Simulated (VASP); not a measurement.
# SnO2 in VASP: one cell, several levels of theory, part 2 of 2

The system is SnO2 built on the fluorite prototype, a generated structure that needn't be the ground state.

VASP 6.6.1, plane waves, PAW.

## Step 3: r2SCAN at this geometry

The input, INCAR:

```
ENCUT = 520.000000
SIGMA = 0.010000
EDIFF = 1.00e-07
ALGO = Normal
METAGGA = R2SCAN
PREC = Accurate
IBRION = -1
ISIF = 2
ISMEAR = 0
NBANDS = 20
NELM = 120
NSW = 0
LASPH = .TRUE.
LCHARG = .TRUE.
LELF = .TRUE.
LWAVE = .FALSE.
LREAL = .FALSE.
```

The input, KPOINTS:

```
KPOINTS created by Atomic Simulation Environment
0
Gamma
8 8 8
0 0 0
```

The input, KPOINTS_OPT:

```
special points
6
Reciprocal
0.0000000000 0.0000000000 0.0000000000 1
0.5000000000 0.0000000000 0.5000000000 1
0.6250000000 0.2500000000 0.6250000000 1
0.3750000000 0.3750000000 0.7500000000 1
0.5000000000 0.5000000000 0.5000000000 1
0.5000000000 0.2500000000 0.7500000000 1
```

The input, POSCAR:

```
Sn O
 1.0000000000000000
    -0.0000000000000000    2.5334669702819435    2.5334669702819435
     2.5334669702819435   -0.0000000000000000    2.5334669702819435
     2.5334669702819435    2.5334669702819435   -0.0000000000000000
 Sn  O
   1   2
Cartesian
  0.0000000000000000  0.0000000000000000  0.0000000000000000
  1.2667334851409717  1.2667334851409717  1.2667334851409717
  3.8002004554229152  3.8002004554229152  3.8002004554229152
```

Command:

```
$ mpirun -np 1 vasp_std
```

Standard output, without the iteration lines:

```text
POSCAR found type information on POSCAR SnO
 POSCAR found :  2 types and       3 ions
 -----------------------------------------------------------------------------
|                                                                             |
|                                                                             |
|     You enforced a specific xc type in the INCAR file but a different       |
|     I HOPE YOU KNOW WHAT YOU ARE DOING!                                     |
|                                                                             |
 -----------------------------------------------------------------------------

 LDA part: xc-table for (None), standard interpolation
 POSCAR, INCAR and KPOINTS ok, starting setup
 FFT: planning ... GRIDC
 FFT: planning ... GRID_SOFT
 FFT: planning ... GRID
 WAVECAR not read
 entering main loop
 Start KPOINTS_OPT (optional k-point list driver)
k-point batch [1-6\6]
```

OSZICAR:

```text
N       E                     dE             d eps       ncg     rms          rms(c)
DAV:   1     0.227645319732E+03    0.22765E+03   -0.13822E+04  1212   0.209E+03
DAV:   2    -0.246319448341E+02   -0.25228E+03   -0.23924E+03  1252   0.515E+02
DAV:   3    -0.502960587802E+02   -0.25664E+02   -0.25392E+02  1348   0.139E+02
DAV:   4    -0.509909364826E+02   -0.69488E+00   -0.69423E+00  1316   0.237E+01
DAV:   5    -0.510069947757E+02   -0.16058E-01   -0.16056E-01  1452   0.371E+00    0.107E+01
DAV:   6    -0.413207169770E+02    0.96863E+01   -0.66221E+00  1668   0.588E+01    0.436E+00
DAV:   7    -0.414554600471E+02   -0.13474E+00   -0.12191E+00  1312   0.967E+00    0.241E+00
DAV:   8    -0.414929249431E+02   -0.37465E-01   -0.16295E-01  1736   0.630E+00    0.683E-01
DAV:   9    -0.414811012851E+02    0.11824E-01   -0.60470E-02  1764   0.411E+00    0.146E-01
DAV:  10    -0.414813983601E+02   -0.29708E-03   -0.44738E-03  1288   0.561E-01    0.867E-02
DAV:  11    -0.414814845059E+02   -0.86146E-04   -0.10825E-03  1304   0.311E-01    0.562E-02
DAV:  12    -0.414814498854E+02    0.34621E-04   -0.70013E-05  1448   0.769E-02    0.287E-02
DAV:  13    -0.414814383015E+02    0.11584E-04   -0.66337E-05  1372   0.659E-02    0.128E-03
DAV:  14    -0.414814379588E+02    0.34275E-06   -0.17106E-06  1288   0.114E-02    0.231E-03
DAV:  15    -0.414814379742E+02   -0.15445E-07   -0.40562E-08   772   0.361E-03
   1 F= -.41481438E+02 E0= -.41481438E+02  d E =-.672347E-20
       N       E                     dE             ncg
DAV:   1     0.186703930949E+04   -0.44632E+04      256
DAV:   2     0.413020095197E+03   -0.14540E+04      260
DAV:   3     0.236787492936E+03   -0.17623E+03      280
DAV:   4     0.231214680100E+03   -0.55728E+01      264
DAV:   5     0.231090420929E+03   -0.12426E+00      284
DAV:   6     0.231084537531E+03   -0.58834E-02      288
DAV:   7     0.231084205050E+03   -0.33248E-03      328
DAV:   8     0.231084202570E+03   -0.24801E-05      276
DAV:   9     0.231084202488E+03   -0.81822E-07      188
```

OUTCAR, selected sections:

```text
k-points           NKPTS =     29   k-points in BZ     NKDIM =     29   number of bands    NBANDS=     20

   NELECT =      26.0000    total number of electrons

   dimension x,y,z NGX =    28 NGY =   28 NGZ =   28
   dimension x,y,z NGXF=    56 NGYF=   56 NGZF=   56

  energy-cutoff  :      520.00
  volume of cell :       32.52
      direct lattice vectors                 reciprocal lattice vectors
     0.000000000  2.533466970  2.533466970    -0.197358010  0.197358010  0.197358010
     2.533466970  0.000000000  2.533466970     0.197358010 -0.197358010  0.197358010
     2.533466970  2.533466970  0.000000000     0.197358010  0.197358010 -0.197358010

 k-points in reciprocal lattice and weights: KPOINTS created by Atomic Simulation Env
   0.00000000  0.00000000  0.00000000       0.002
   0.12500000  0.00000000  0.00000000       0.016
   0.25000000  0.00000000  0.00000000       0.016
   0.37500000  0.00000000  0.00000000       0.016
   0.50000000  0.00000000  0.00000000       0.008
   0.12500000  0.12500000  0.00000000       0.012
   0.25000000  0.12500000  0.00000000       0.047
   0.37500000  0.12500000  0.00000000       0.047
[... 21 more k-points ...]

 E-fermi :   7.7689

 k-point     1 :       0.0000    0.0000    0.0000
  band No.  band energies     occupation
      1     -13.4437      2.00000
      2     -13.4437      2.00000
      3     -13.4437      2.00000
      4     -13.2558      2.00000
      5     -13.2558      2.00000
      6     -12.9841      2.00000
      7      -9.1020      2.00000
      8       4.6742      2.00000
      9       4.6742      2.00000
     10       4.6742      2.00000
     11       6.2714      2.00000
     12       6.2714      2.00000
     13       6.2714      2.00000
     14       8.5655      0.00000
     15      15.5973      0.00000
     16      15.5973      0.00000
     17      15.5974      0.00000
     18      21.6130      0.00000
     19      23.9575      0.00000
     20      23.9575      0.00000

 k-point     2 :       0.1250    0.0000    0.0000
  band No.  band energies     occupation
      1     -13.5335      2.00000
      2     -13.4309      2.00000
      3     -13.4309      2.00000
      4     -13.2564      2.00000
      5     -13.2564      2.00000
      6     -12.8125      2.00000
      7      -9.0737      2.00000
      8       4.1455      2.00000
      9       4.5984      2.00000
     10       4.5984      2.00000
     11       5.4530      2.00000
     12       6.1582      2.00000
     13       6.1582      2.00000
     14       9.8032      0.00000
     15      15.3951      0.00000
     16      16.0028      0.00000
     17      16.0029      0.00000
     18      22.7718      0.00000
     19      24.0110      0.00000
     20      24.0110      0.00000

 k-point     3 :       0.2500    0.0000    0.0000
  band No.  band energies     occupation
      1     -13.7659      2.00000
      2     -13.4055      2.00000
      3     -13.4055      2.00000
      4     -13.2519      2.00000
      5     -13.2519      2.00000
      6     -12.2754      2.00000
      7      -9.1356      2.00000
      8       2.9819      2.00000
      9       4.4313      2.00000
     10       4.4313      2.00000
     11       4.6019      2.00000
     12       5.8863      2.00000
     13       5.8863      2.00000
     14      11.5718      0.00000
     15      15.4315      0.00000
     16      17.0815      0.00000
     17      17.0816      0.00000
     18      24.1215      0.00000
     19      24.1215      0.00000
     20      24.6629      0.00000

 k-point     4 :       0.3750    0.0000    0.0000
  band No.  band energies     occupation
      1     -13.9834      2.00000
      2     -13.3902      2.00000
      3     -13.3902      2.00000
      4     -13.2367      2.00000
      5     -13.2367      2.00000
      6     -11.4808      2.00000
      7      -9.5129      2.00000
      8       2.1333      2.00000
      9       3.9760      2.00000
     10       4.2849      2.00000
     11       4.2849      2.00000
     12       5.6152      2.00000
     13       5.6152      2.00000
     14      12.8112      0.00000
     15      15.9788      0.00000
     16      18.4092      0.00000
     17      18.4093      0.00000
     18      24.0954      0.00000
     19      24.0954      0.00000
     20      24.6216      0.00000

[... the tables of k-points 5 to 29 left out ...]

  Total        0.2766931      0.2766931      0.2766931     -0.0000000      0.0000000      0.0000000
  in kB       13.6311733     13.6311733     13.6311733     -0.0000000      0.0000000      0.0000000
  external PRESSURE =      13.6311733 kB  Pullay stress =       0.0000000 kB

 POSITION                                       TOTAL-FORCE (eV/Angst)
 -----------------------------------------------------------------------------------
      0.00000      0.00000      0.00000         0.000000      0.000000      0.000000
      1.26673      1.26673      1.26673         0.000000      0.000000      0.000000
      3.80020      3.80020      3.80020        -0.000000     -0.000000     -0.000000
 -----------------------------------------------------------------------------------
    total drift:                               -0.000000     -0.000000      0.000000

  FREE ENERGIE OF THE ION-ELECTRON SYSTEM (eV)
  ---------------------------------------------------
  free  energy   TOTEN  =       -41.4814379742 eV

  energy  without entropy=      -41.4814379742  energy(sigma->0) =      -41.48143797
```

Hardware: 1 MPI rank of Intel Xeon Platinum 8488C, shared host.

The levels at the points of KPOINTS_OPT are read from vasprun.xml.

Near the gap, in eV above the top of the last filled band v; c is the band after it:

| point | v−1 | v | c | c+1 |
| --- | --- | --- | --- | --- |
| Γ | -1.44 | -1.44 | 0.86 | 7.89 |
| X | -0.21 | -0.13 | 3.85 | 8.09 |
| U | -0.75 | -0.18 | 4.86 | 9.64 |
| K | -0.75 | -0.18 | 4.86 | 9.64 |
| L | -2.21 | -2.21 | 5.54 | 8.62 |
| W | -0.34 | 0.00 | 5.14 | 9.60 |

Gap with r2SCAN: 0.86 eV, valence top at (-0.25, 0.50, 0.25), conduction bottom at Γ. Least direct gap: 2.29 eV. Pressure: 1.36 GPa; the forces vanish within 0.01 eV/Å.

Axes a, b and c in the maps are those of this run's conventional cell (a, b, c = 5.067, 5.067, 5.067 Å).

Density in a lattice plane of the grid's cell (edges 5.07 and 5.07 Å, at 0.250 of the third edge), which holds O.

Ten even steps from ' ' (0.15 e/Å³) to '@' (7.45 e/Å³):
```
                                                
            ..                      ..          
        ..------..              ..------..      
      ..--**##**--..          ..--**##**--..    
      ::++%%@@%%++::          ::++%%@@%%++::    
      ..--**##**--..          ..--**##**--..    
        ..------..              ..------..      
            ..                      ..          
                                                
                                                
                                                
            ..                      ..          
        ..------..              ..------..      
      ..--**##**--..          ..--**##**--..    
      ::++%%@@%%++::          ::++%%@@%%++::    
      ..--**##**--..          ..--**##**--..    
        ..------..              ..------..      
            ..                      ..          
                                                
                                                
```
Columns run along the first of these edges and rows up along the second, over one cell in 24 and 20 even steps from the bottom left corner. Atoms in the plane (fractional): O at (0.25, 0.25), O at (0.75, 0.75), O at (0.25, 0.75), O at (0.75, 0.25).

ELF in the same plane.

Ten even steps from '0' (0.06) to '9' (0.82):
```
000123332100000123332100
002578887520002578887520
015899999851015899999851
016998789961016998789961
027996569972027996569972
016998789961016998789961
015899999851015899999851
002578887520002578887520
000123332100000123332100
000000000000000000000000
000123332100000123332100
002578887520002578887520
015899999851015899999851
016998789961016998789961
027996569972027996569972
016998789961016998789961
015899999851015899999851
002578887520002578887520
000123332100000123332100
000000000000000000000000
```
Columns run along the first of these edges and rows up along the second, over one cell in 24 and 20 even steps from the bottom left corner. Atoms in the plane (fractional): O at (0.25, 0.25), O at (0.75, 0.75), O at (0.25, 0.75), O at (0.75, 0.25).

Both are smooth fields of the valence electrons: close to the nuclei they are not physical.

The highest ELF values outside the cores: 0.84 in the shell around O, 0.6 Å from O.

## Step 4: What came out

What follows sums up all 2 parts.

| level | gap (eV) | pressure (GPa) | Ansatz: gap (eV) | Ansatz: pressure (GPa) |
| --- | --- | --- | --- | --- |
| PBE | 0.28 | 9.99 | 0.29 | 9.30 |
| r2SCAN | 0.86 | 1.36 | 0.84 | 0.02 |

In words: The gap spans 0.28 eV (PBE) to 0.86 eV (r2SCAN). Spin-orbit coupling is left out, though the cell holds Sn (Z = 50); in an element this heavy it can shift bands and gaps by tenths of an eV. At this one volume the pressure spans 1.4 GPa (r2SCAN) to 10.0 GPa (PBE): PBE wants the largest cell and r2SCAN the smallest. The two programs agree on the gap within 0.03 eV, far less than the spread between functionals. Each program uses its own PAW datasets and cutoff.
